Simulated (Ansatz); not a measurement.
# TiO2: ¹⁷O NMR of the central transition

Cell: a COD entry.

```
Ti O
1.0
     4.51500    0.00000    0.00000
     0.00000    5.49700    0.00000
     0.00000    0.00000    4.93900
Ti O
4 8
Direct
  0.00000 0.17100 0.25000
  0.50000 0.32900 0.75000
  0.00000 0.82900 0.75000
  0.50000 0.67100 0.25000
  0.28600 0.37600 0.41200
  0.21400 0.12400 0.91200
  0.78600 0.12400 0.58800
  0.71400 0.37600 0.08800
  0.71400 0.62400 0.58800
  0.78600 0.87600 0.08800
  0.21400 0.87600 0.41200
  0.28600 0.62400 0.91200
```

Atoms are numbered from 1 in the order listed; like atoms form one site, named after its first atom.

Method: Kohn–Sham DFT in Ansatz, PBE, plane waves and PAW, scalar-relativistic, 420 eV cutoff, Γ-centred 5×5×5 k-points, Fermi–Dirac smearing 0.02 eV.

¹⁷O has I = 5/2 and Q = -25.58 mb (Pyykkö 2018); at 7.05 T its Larmor frequency is ν₀ = 40.7 MHz. Only the quadrupole interaction is simulated: positions count from each site's isotropic chemical shift, and J coupling is left out, as are shift anisotropy and dipolar coupling, which fast spinning averages.

Simulated pattern of one O site (fast magic-angle spinning, Gaussian broadening 0.05 kHz):

```csv
offset (kHz),height
-1.173,0
-1.121,5
-1.069,9
-1.016,9
-0.964,10
-0.911,20
-0.859,29
-0.807,31
-0.754,35
-0.702,40
-0.649,59
-0.597,100
-0.545,81
-0.492,74
-0.440,77
-0.387,93
-0.335,81
-0.283,63
-0.230,54
-0.178,48
-0.125,44
-0.073,39
-0.021,15
0.032,0
```

(1) Which |C_Q| and η does the pattern imply?

Results:

(1) The pattern spans 1.09 kHz before broadening and its centre of gravity is at -0.472 kHz, which fixes P_Q; the places of the horns and steps fix η. That gives P_Q = 1.79 MHz, |C_Q| = 1.70 MHz and η = 0.57. The sign of C_Q can't be read from the pattern.

At O V_zz stands upright on the plane through its three neighbours (within 11°).

At this cell the PBE pressure is 7 GPa, so with PBE the cell would grow if it were relaxed. The largest force is 0.7 eV/Å, so the atoms aren't at the calculated equilibrium and relaxing them would move these values.
